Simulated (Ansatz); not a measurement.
**TaN: relaxation of cell and atoms with PBE+U**

The system is TaN.

```
Ta N
1.0
     2.93800    0.00000    0.00000
    -1.46900    2.54438    0.00000
     0.00000    0.00000    2.88300
Ta N
1 1
Direct
  0.33333 0.66667 0.50000
  0.00000 0.00000 0.00000
```

```yaml
Program: Ansatz 0.2.0
Task: relaxation of cell and atoms
Functional: PBE
Potentials_or_basis: Ansatz PAW
Cutoff: "420 eV (not typed: the program's choice for these potentials)"
k_mesh: 10 × 10 × 9
Occupations: fermi-dirac, width 0.05 eV
Spin: no spin polarisation
Hubbard_terms: Ta d U = 3 eV
Hubbard_projectors: ortho-atomic (the default)
Double_counting: fll (the default)
```

- Relaxed volume: 11.01 Å³/atom
- Relaxed cell: a = 2.960 Å, b = 2.960 Å, c = 2.901 Å, α = 90.00°, β = 90.00°, γ = 120.00°
- Space group after relaxing (to 0.05 Å): P-6m2 (No. 187)
- Energy gained by relaxing: 5.2 meV/atom
- Ionic steps: 7
- Pressure after relaxing: 0.0 GPa
- Band gap on the k mesh: none (metal or under the smearing width)

The path:
| step | energy change (eV) | largest force (eV/Å) | volume (Å³) |
| --- | --- | --- | --- |
| 1 | 0.0000 | 0.0000 | 21.55 |
| 2 | -0.0018 | 0.0000 | 22.30 |
| 3 | -0.0089 | 0.0000 | 22.04 |
| 4 | -0.0091 | 0.0000 | 22.01 |
| 5 | -0.0105 | 0.0000 | 22.01 |
| 6 | -0.0105 | 0.0000 | 22.02 |
| 7 | -0.0105 | 0.0000 | 22.02 |

Final structure:
```yaml
crystal:
  lattice:
    - [2.96045, 0.00000, 0.00000]
    - [-1.48023, 2.56383, 0.00000]
    - [0.00000, 0.00000, 2.90101]
  atoms:
    - { symbol: Ta, position: [0.33333, 0.66667, 0.50000] }
    - { symbol: N, position: [0.00000, 0.00000, 0.00000] }
```

Levels at points of the mesh, in eV from the Fermi level:
| k point | band 5 | band 6 | band 7 | band 8 | band 9 | band 10 | band 11 | band 12 | band 13 |
| --- | --- | --- | --- | --- | --- | --- | --- | --- | --- |
| (0.00, 0.00, 0.00) | -17.75 | -4.58 | -4.58 | -4.39 | -3.02 | 1.80 | 3.38 | 3.38 | 4.25 |
| (0.00, -0.50, 0.00) | -15.52 | -8.34 | -5.00 | -3.57 | -3.27 | 3.31 | 3.69 | 5.02 | 5.27 |

Eigenvalues of the final occupation matrices:
```tsv
site	spin	trace	eigenvalues
site 1	1	1.85	0.27 0.27 0.42 0.42 0.49
```

Wall time 18 s on 2 threads of Intel(R) Xeon(R) Platinum 8259CL CPU @ 2.50GHz (Skylake/Cascade Lake), on a shared host, peak memory 0.37 GiB.

Caveat: the plane-wave basis is chosen anew once the cell has moved, so the energies of steps on either side of that aren't comparable; the pressure holds a Pulay correction of +0.4 GPa for the finite cutoff; U without spin polarisation on a metal has little footing. Zero-point motion and thermal expansion aren't in these numbers.
